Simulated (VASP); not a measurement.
# Se (P3_121) in VASP: further runs, part 2 of 2

VASP 6.6.1.

## (3) Single point, PBE, spin-orbit coupling, no magnetisation

Input file INCAR:

```
SYSTEM = Se
PREC     = Accurate       ! precision mode
ENCUT    = 750            ! plane-wave cutoff, eV
EDIFF    = 1E-8           ! SCF threshold, eV
ISMEAR   = 0              ! smearing method
SIGMA    = 0.02           ! smearing width, eV
LREAL    = .FALSE.        ! projectors in reciprocal space
LASPH    = .TRUE.         ! aspherical terms in the spheres
NELM     = 100            ! most SCF steps
ALGO     = Normal         ! electronic algorithm
ISIF     = 2              ! what is computed and relaxed
LWAVE    = .FALSE.        ! write WAVECAR
LCHARG   = .FALSE.        ! write CHGCAR
LNONCOLLINEAR= .TRUE.         ! non-collinear magnetism
MAGMOM   = 0 0 0 0 0 0 0 0 0 ! initial moments
LORBIT   = 11             ! projections on sites
LSORBIT  = .TRUE.         ! spin-orbit coupling
GGA_COMPAT= .FALSE.      
GGA      = PE             ! functional
NBANDS   = 34             ! bands
```

Input file KPOINTS:

```
regular mesh
0
G
  9 9 7
  0 0 0
```

Input file POSCAR:

```
Se
1.0
    4.3662000000      0.0000000000      0.0000000000
   -2.1831000000      3.7812401180      0.0000000000
    0.0000000000      0.0000000000      4.9536000000
Se
3
Direct
    0.7746000000      0.7746000000      0.0000000000
    0.0000000000      0.2254000000      0.6666666667
    0.2254000000      0.0000000000      0.3333333333
```

Potentials or basis: VASP PAW PBE potentials, release 64 (Se).

Launch:

```
> cat potpaw_PBE.64/Se/POTCAR > POTCAR
> mpirun -np 1 vasp_ncl > vasp.out
```

OUTCAR:

```text
SYSTEM = Se
   PREC = Accurate
   ENCUT = 750
   EDIFF = 1E-8
   ISMEAR = 0
   LREAL = .FALSE.
   LASPH = .TRUE.
   NELM = 100
   ISIF = 2
   LNONCOLLINEAR = .TRUE.
   LORBIT = 11
   LSORBIT = .TRUE.
   GGA = PE

 ion  position               nearest neighbor table
   1  0.775  0.775  0.000-   2 2.37   3 2.37
   2  0.000  0.225  0.667-   1 2.37   3 2.37
   3  0.225  0.000  0.333-   1 2.37   2 2.37

  LATTYP: Found a hexagonal cell.
 ALAT       =     4.3662000000
 C/A-ratio  =     1.1345334616

  Lattice vectors:

 A1 = (   4.3662000000,   0.0000000000,   0.0000000000)
 A2 = (  -2.1831000000,   3.7812401180,   0.0000000000)
 A3 = (   0.0000000000,   0.0000000000,   4.9536000000)

Analysis of symmetry for initial positions (statically):
=====================================================================
 Subroutine PRICEL returns:
 Original cell was already a primitive cell.

 Routine SETGRP: Setting up the symmetry group for a
 hexagonal supercell.

 Subroutine GETGRP returns: Found  6 space group operations
 (whereof  2 operations were pure point group operations)
 out of a pool of 24 trial point group operations.
[... 1035 lines left out ...]
     0.0000001    -0.0000009    -0.0000010     0.0000000     0.0000001
     0.0000026     0.0000016     0.0000000     0.0000001     0.0000000
 l=   3
     0.0000000     0.0000000     0.0000000     0.0000000     0.0000000     0.0000000     0.0000000
     0.0000000     0.0000000     0.0000000     0.0000000     0.0000000     0.0000000     0.0000000
     0.0000000     0.0000000     0.0000000     0.0000000     0.0000000     0.0000000     0.0000000
     0.0000000     0.0000000     0.0000000     0.0000000     0.0000000     0.0000000     0.0000000
[... 29 lines left out ...]
 l=   2
     0.0000000    -0.0000005     0.0000000     0.0000023     0.0000026
    -0.0000005     0.0000000    -0.0000001    -0.0000009    -0.0000008
     0.0000000    -0.0000001     0.0000000    -0.0000038     0.0000000
     0.0000023    -0.0000009    -0.0000038     0.0000000     0.0000023
     0.0000026    -0.0000008     0.0000000     0.0000023     0.0000000
 l=   3
     0.0000000     0.0000000     0.0000000     0.0000000     0.0000000     0.0000000     0.0000000
     0.0000000     0.0000000     0.0000000     0.0000000     0.0000000     0.0000000     0.0000000
     0.0000000     0.0000000     0.0000000     0.0000000     0.0000000     0.0000000     0.0000000
     0.0000000     0.0000000     0.0000000     0.0000000     0.0000000     0.0000000     0.0000000
     0.0000000     0.0000000     0.0000000     0.0000000     0.0000000     0.0000000     0.0000000
     0.0000000     0.0000000     0.0000000     0.0000000     0.0000000     0.0000000     0.0000000
     0.0000000     0.0000000     0.0000000     0.0000000     0.0000000     0.0000000     0.0000000

 total charge

# of ion       s       p       d       tot
------------------------------------------
    1        1.512   2.184   0.058   3.754
    2        1.512   2.184   0.058   3.754
    3        1.512   2.184   0.058   3.754
--------------------------------------------------
tot          4.537   6.552   0.174  11.263

 magnetization (x)

# of ion       s       p       d       tot
------------------------------------------
    1       -0.000  -0.000   0.000  -0.000
    2       -0.000  -0.000   0.000  -0.000
    3        0.000   0.000  -0.000   0.000
--------------------------------------------------
tot         -0.000   0.000  -0.000   0.000

 magnetization (y)

# of ion       s       p       d       tot
------------------------------------------
    1       -0.000  -0.000   0.000  -0.000
    2        0.000   0.000  -0.000   0.000
    3       -0.000  -0.000   0.000  -0.000
--------------------------------------------------
tot         -0.000  -0.000   0.000  -0.000

 magnetization (z)

# of ion       s       p       d       tot
------------------------------------------
    1        0.000   0.000  -0.000   0.000
    2        0.000   0.000   0.000   0.000
    3        0.000   0.000   0.000   0.000
--------------------------------------------------
tot          0.000   0.000  -0.000   0.000
```

OSZICAR:

```text
N       E                     dE             d eps       ncg     rms          rms(c)
DAV:   1     0.104685961953E+03    0.10469E+03   -0.87527E+03  7208   0.119E+03
DAV:   2    -0.120644667014E+01   -0.10589E+03   -0.99993E+02  9074   0.175E+02
DAV:   3    -0.105074559252E+02   -0.93010E+01   -0.92052E+01  9318   0.540E+01
DAV:   4    -0.106156185336E+02   -0.10816E+00   -0.10805E+00  8530   0.643E+00
DAV:   5    -0.106163282733E+02   -0.70974E-03   -0.70963E-03  8918   0.568E-01    0.706E+00
DAV:   6    -0.105580854765E+02    0.58243E-01   -0.32094E-02  8408   0.110E+00    0.437E+00
DAV:   7    -0.105376824344E+02    0.20403E-01   -0.65461E-02  8402   0.151E+00    0.882E-01
DAV:   8    -0.105378891763E+02   -0.20674E-03   -0.48353E-03  8064   0.387E-01    0.185E-01
DAV:   9    -0.105375596938E+02    0.32948E-03   -0.11570E-03  8414   0.201E-01    0.763E-02
DAV:  10    -0.105376952455E+02   -0.13555E-03   -0.28681E-04  7920   0.925E-02    0.253E-02
DAV:  11    -0.105377064876E+02   -0.11242E-04   -0.69473E-06  8758   0.167E-02    0.997E-03
DAV:  12    -0.105377110912E+02   -0.46037E-05   -0.34158E-06  7700   0.115E-02    0.433E-03
DAV:  13    -0.105377120036E+02   -0.91240E-06   -0.74038E-07  8524   0.514E-03    0.182E-03
DAV:  14    -0.105377120152E+02   -0.11540E-07   -0.21304E-07  7760   0.268E-03    0.496E-04
DAV:  15    -0.105377120243E+02   -0.90951E-08   -0.60780E-09  7346   0.464E-04
   1 F= -.10537712E+02 E0= -.10537712E+02  d E =-.410450E-29  mag=     0.0000    -0.0000    -0.0000
```

It took 22 min on 1 thread of Intel Xeon Platinum 8259CL at 2.50GHz (Skylake/Cascade Lake), shared host; peak memory 0.98 GiB.

What came out:

```
Free energy                                           : -10.5377 eV
Pressure                                              : 3.0 GPa
Largest force                                         : 0.447 eV/Å
Valence electrons inside the program's atomic spheres : Se 3.75
```

Forces on the atoms (eV/Å):
```
Se  -0.223 -0.387  0.000
Se  -0.223  0.387  0.000
Se   0.447  0.000  0.000
```

Stress tensor (GPa, compression positive):
```
2.35 0.00 0.00
0.00 2.35 0.00
0.00 0.00 4.24
```

## (4) Single point, PBE, spin-orbit coupling, no magnetisation

Edit INCAR of step 3 so:

```diff
@@ -2,4 +2,4 @@
 PREC     = Accurate       ! precision mode
-ENCUT    = 750            ! plane-wave cutoff, eV
-EDIFF    = 1E-8           ! SCF threshold, eV
+ENCUT    = 650            ! plane-wave cutoff, eV
+EDIFF    = 1E-7           ! SCF threshold, eV
 ISMEAR   = 0              ! smearing method
```

Input file KPOINTS:

```
regular mesh
0
G
  7 7 6
  0 0 0
```

POSCAR is that of step 3.

Launch:

```
> cat potpaw_PBE.64/Se/POTCAR > POTCAR
> mpirun -np 1 vasp_ncl > vasp.out
```

It took 6.8 min on 1 thread of Intel Xeon Platinum 8259CL at 2.50GHz (Skylake/Cascade Lake), shared host; peak memory 0.61 GiB.

The run converged, but some of its settings lie outside the range that counts as converged, so its numbers aren't taken as properties of the crystal.

What came out:

* Free energy: -10.5377 eV
* Pressure: 3.0 GPa
* Largest force: 0.447 eV/Å
* Valence electrons inside the program's atomic spheres: Se 3.75

## (5) Single point, PBE, spin-orbit coupling, no magnetisation

Edit INCAR of step 4 so:

```diff
@@ -2,3 +2,3 @@
 PREC     = Accurate       ! precision mode
-ENCUT    = 650            ! plane-wave cutoff, eV
+ENCUT    = 400            ! plane-wave cutoff, eV
 EDIFF    = 1E-7           ! SCF threshold, eV
```

Input file KPOINTS:

```
regular mesh
0
G
  9 9 7
  0 0 0
```

POSCAR is that of step 4.

Launch:

```
> cat potpaw_PBE.64/Se/POTCAR > POTCAR
> mpirun -np 1 vasp_ncl > vasp.out
```

It took 6.1 min on 1 thread of Intel Xeon Platinum 8259CL at 2.50GHz (Skylake/Cascade Lake), shared host; peak memory 0.43 GiB.

The run converged, but some of its settings lie outside the range that counts as converged, so its numbers aren't taken as properties of the crystal.

What came out:

- Free energy: -10.5364 eV
- Pressure: 3.0 GPa
- Largest force: 0.449 eV/Å
- Valence electrons inside the program's atomic spheres: Se 3.75

## (6) Single point, PBE, spin-orbit coupling, no magnetisation

Edit INCAR of step 5 so:

```diff
@@ -2,3 +2,3 @@
 PREC     = Accurate       ! precision mode
-ENCUT    = 400            ! plane-wave cutoff, eV
+ENCUT    = 280            ! plane-wave cutoff, eV
 EDIFF    = 1E-7           ! SCF threshold, eV
```

Input file KPOINTS:

```
regular mesh
0
G
  4 4 3
  0 0 0
```

POSCAR is that of step 5.

Potentials or basis: VASP PAW PBE potentials, release 64 (Se).

Launch:

```
> cat potpaw_PBE.64/Se/POTCAR > POTCAR
> mpirun -np 1 vasp_ncl > vasp.out
```

OUTCAR:

```text
SYSTEM = Se
   PREC = Accurate
   ENCUT = 280
   EDIFF = 1E-7
   ISMEAR = 0
   LREAL = .FALSE.
   LASPH = .TRUE.
   NELM = 100
   ISIF = 2
   LNONCOLLINEAR = .TRUE.
   LORBIT = 11
   LSORBIT = .TRUE.
   GGA = PE

 Found     11 irreducible k-points:

 Following reciprocal coordinates:
            Coordinates               Weight
  0.000000  0.000000  0.000000      1.000000
  0.250000  0.000000  0.000000      6.000000
  0.500000  0.000000  0.000000      3.000000
  0.250000  0.250000  0.000000      3.000000
 -0.250000 -0.250000  0.000000      3.000000
  0.000000  0.000000  0.333333      2.000000
   k-points           NKPTS =     11   k-points in BZ     NKDIM =     11   number of bands    NBANDS=     34
   number of dos      NEDOS =    301   number of ions     NIONS =      3
   total plane-waves  NPLWV =  16128
   dimension x,y,z NGX =    24 NGY =   24 NGZ =   28
   dimension x,y,z NGXF=    48 NGYF=   48 NGZF=   56
   ions per type =               3
   NGX,Y,Z   is equivalent  to a cutoff of   9.14,  9.14,  9.40 a.u.
   NGXF,Y,Z  is equivalent  to a cutoff of  18.28, 18.28, 18.79 a.u.
 SYSTEM =  Se
   PREC   = accura    normal or accurate (medium, high low for compatibility)
   ISTART =      0    job   : 0-new  1-cont  2-samecut
   ICHARG =      2    charge: 1-file 2-atom 10-const
   ISPIN  =      1    spin polarized calculation?
   LNONCOLLINEAR =      T non collinear calculations
[... 315 lines left out ...]
     0.0000000     0.0000000     0.0000000     0.0000000     0.0000000     0.0000000     0.0000000
     0.0000000     0.0000000     0.0000000     0.0000000     0.0000000     0.0000000     0.0000000
     0.0000000     0.0000000     0.0000000     0.0000000     0.0000000     0.0000000     0.0000000
[... 29 lines left out ...]
 l=   2
     0.0000000    -0.0000003     0.0000000     0.0000025     0.0000025
    -0.0000003     0.0000000     0.0000001    -0.0000011    -0.0000008
     0.0000000     0.0000001     0.0000000    -0.0000035     0.0000000
     0.0000025    -0.0000011    -0.0000035     0.0000000     0.0000025
     0.0000025    -0.0000008     0.0000000     0.0000025     0.0000000
 l=   3
     0.0000000     0.0000000     0.0000000     0.0000000     0.0000000     0.0000000     0.0000000
     0.0000000     0.0000000     0.0000000     0.0000000     0.0000000     0.0000000     0.0000000
     0.0000000     0.0000000     0.0000000     0.0000000     0.0000000     0.0000000     0.0000000
     0.0000000     0.0000000     0.0000000     0.0000000     0.0000000     0.0000000     0.0000000
     0.0000000     0.0000000     0.0000000     0.0000000     0.0000000     0.0000000     0.0000000
     0.0000000     0.0000000     0.0000000     0.0000000     0.0000000     0.0000000     0.0000000
     0.0000000     0.0000000     0.0000000     0.0000000     0.0000000     0.0000000     0.0000000

 total charge

# of ion       s       p       d       tot
------------------------------------------
    1        1.512   2.183   0.058   3.753
    2        1.512   2.183   0.058   3.753
    3        1.512   2.183   0.058   3.753
--------------------------------------------------
tot          4.537   6.548   0.174  11.260

 magnetization (x)

# of ion       s       p       d       tot
------------------------------------------
    1        0.000   0.000  -0.000   0.000
    2        0.000   0.000  -0.000   0.000
    3       -0.000  -0.000   0.000  -0.000
--------------------------------------------------
tot          0.000   0.000   0.000   0.000

 magnetization (y)

# of ion       s       p       d       tot
------------------------------------------
    1        0.000   0.000  -0.000   0.000
    2       -0.000  -0.000   0.000  -0.000
    3       -0.000  -0.000   0.000  -0.000
--------------------------------------------------
tot         -0.000  -0.000  -0.000  -0.000

 magnetization (z)

# of ion       s       p       d       tot
------------------------------------------
    1        0.000   0.000   0.000   0.000
    2        0.000   0.000   0.000   0.000
    3        0.000   0.000   0.000   0.000
--------------------------------------------------
tot          0.000   0.000   0.000   0.000
```

stdout:

```text
POSCAR found type information on POSCAR Se
 POSCAR found :  1 types and       3 ions
 scaLAPACK will be used
 LDA part: xc-table for (Slater+PW92), standard interpolation
 POSCAR, INCAR and KPOINTS ok, starting setup
 FFT: planning ... GRIDC
 FFT: planning ... GRID_SOFT
 FFT: planning ... GRID
 WAVECAR not read
 entering main loop
```

Run time: 61 s. Hardware: 1 thread of Intel Xeon Platinum 8259CL at 2.50GHz (Skylake/Cascade Lake), shared host; peak memory 0.2 GiB.

These settings aren't checked as converged: the numbers below hold their error.

What came out:

* Free energy: -10.5353 eV
* Pressure: 3.0 GPa
* Largest force: 0.432 eV/Å
* Valence electrons inside the program's atomic spheres: Se 3.75

Caveat: the k mesh is coarse (spacing up to 0.42 Å⁻¹), so the values aren't converged.
